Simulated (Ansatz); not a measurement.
All numbers below come from Ansatz 0.2.0, DFT PBE, scalar-relativistic, plane waves, PAW. Cutoff 420 eV, Γ-centred meshes of about 0.25 Å⁻¹ or finer for metals and 0.3 Å⁻¹ for insulators (2π included), Gaussian smearing. Collinear spin where magnetic atoms keep a moment.

Temperature and zero-point effects are left out.

Two relaxed structures of CoH₃:

1. (ferromagnetic moments up to 1.5 μB)

```
Co H
1.0
     1.73727   -1.73854    0.00000
     1.73727    1.73854    0.00000
     0.00000    0.00000    7.92043
Co H
1 3
Direct
  0.00000 0.00000 0.50000
  0.10746 0.10746 0.00000
  0.89254 0.89254 0.00000
  0.50000 0.50000 0.50000
```

2. (no moments)

```
Co H
1.0
     1.95705    1.12990    3.34050
    -1.95705    1.12990    3.34050
     0.00000   -2.25981    3.34050
Co H
2 6
Direct
  0.50000 0.50000 0.50000
  0.00000 0.00000 0.00000
  0.43678 0.06322 0.75000
  0.75000 0.43678 0.06322
  0.06322 0.75000 0.43678
  0.56322 0.93678 0.25000
  0.25000 0.56322 0.93678
  0.93678 0.25000 0.56322
```

Problem. Which would you expect to be lower, and how large is the difference?

Solution. Cell 2 is lower, by 54 meV/atom. Cell 1 has space group Cmmm (No. 65), 12.0 Å³/atom and no gap on its mesh; cell 2 has space group R-3c (No. 167), 5.5 Å³/atom and a gap of 0.09 eV. Counting H atoms around Co (those within 1.25 times the shortest such distance or 1.15 times the sum of covalent radii, 1.27 where that leaves under three), cell 1 has Co 4 and cell 2 has Co 6. Cell 1 holds H–H pairs as short as in free H₂ molecules (shortest 0.75 Å); in cell 2 the shortest H–H distance is 2.08 Å. Their magnetic states differ too. Even the lower one lies +0.29 eV/atom against the reference forms of the elements (uncorrected), so neither is stable at this level. In cell 1, Co has 4 H at 1.74 Å; H on a site of symmetry 2mm is surrounded by 1 H at 0.75 Å; around H on a site of symmetry mmm lie 4 Co at 1.74 Å. In cell 2, Co is surrounded by 6 H at 1.58 Å; H has 2 Co at 1.58 Å. Both come from trial cells of a structure search, whose lowest cell (P6_3/m, 5.2 Å³/atom) lies 150 meV/atom below the lower of the two.

Weakly bound directions are ill-defined at this level, which has no dispersion term (Cmmm), and this can change margins and order among such cells. Kohn–Sham gaps at this level usually fall short of measured ones. With hydrogen, zero-point motion can shift such differences by 10 meV/atom or more. Another magnetic order may lie lower. Trial moments fell under 0.15 μB along the way in R-3c; another start might hold them. Small gaps are read on the mesh alone, and bands can cross between its points. Cells relaxed within their symmetry can be saddle points. Some structure types and database cells were kept out of the candidates from the start, so a known form may be missing.
